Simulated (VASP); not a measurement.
Crystal: MnS.

```
Mn S
1.0
     3.97600    0.00000    0.00000
    -1.98800    3.44332    0.00000
     0.00000    0.00000    6.43200
Mn S
2 2
Cartesian
  0.0000 2.2955 0.0000
  1.9880 1.1478 3.2160
  0.0000 2.2955 2.4763
  1.9880 1.1478 5.6923
```

Base run:

```yaml
Program: VASP 6.6.1
Functional: PBEsol
Potentials_or_basis: VASP PAW PBE potentials, release 64 (Mn_pv, S)
Cutoff: 520 eV
k_mesh: 7 × 7 × 4
Occupations: gaussian, width 0.05 eV
Spin: collinear spin, ferromagnetic start
Starting_moments: "[4.0, 4.0, 0.0, 0.0] μB"
Hubbard_terms: Mn d U = 4 eV
```

Its results: band gap on the k mesh 1.30 eV, direct; pressure 2.3 GPa; net moment 10.00 μB per cell; site moments Mn +4.57; S +0.03 μB; largest force 0.219 eV/Å.

Q: The run is repeated on the same cell with these changes: spin from collinear spin, ferromagnetic start to collinear spin, antiferromagnetic start; moments at the start from [4.0, 4.0, 0.0, 0.0] to [4.0, -4.0, 0.0, 0.0]. What comes out?

A: Band gap on the k mesh 2.15 eV, direct; pressure 1.1 GPa; net moment 0.00 μB per cell; site moments Mn +4.51, -4.51; S -0.01, +0.01 μB; largest force 0.341 eV/Å.

Caveats: the PAW data sets were made with another functional, which shifts forces and pressure a little; an odd mesh through Γ misses points on the zone boundary, where band edges often lie.
